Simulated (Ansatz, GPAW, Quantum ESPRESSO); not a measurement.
**Pb: 3 runs at one level of theory**

```
Pb
1.0
     0.00000    2.47502    2.47502
     2.47502    0.00000    2.47502
     2.47502    2.47502    0.00000
Pb
1
Direct
  0.00000 0.00000 0.00000
```

Alike in all runs: task equation of state; functional PBE; dispersion D3(BJ); k mesh 9 × 9 × 9; occupations fermi-dirac, width 0.05 eV; no spin polarisation; no spin-orbit coupling.

```tsv
program and potentials	plane-wave cutoff (eV)	notes	equilibrium volume (Å³/atom)	bulk modulus (GPa)
Ansatz, Ansatz PAW	420	-	?	?
Quantum ESPRESSO, PseudoDojo 0.4.1 SR PBE standard	762	-	30.51	46.1
GPAW, GPAW PAW data sets (gpaw-data 1.2.1)	600	-	30.20	47.4
```

Estimate from the other rows what the run with Ansatz, Ansatz PAW gave.

Equilibrium volume 30.36 Å³/atom; bulk modulus 46.5 GPa. The other rows, which needn't bracket it: equilibrium volume 30.20 to 30.51; bulk modulus 46.1 to 47.4.
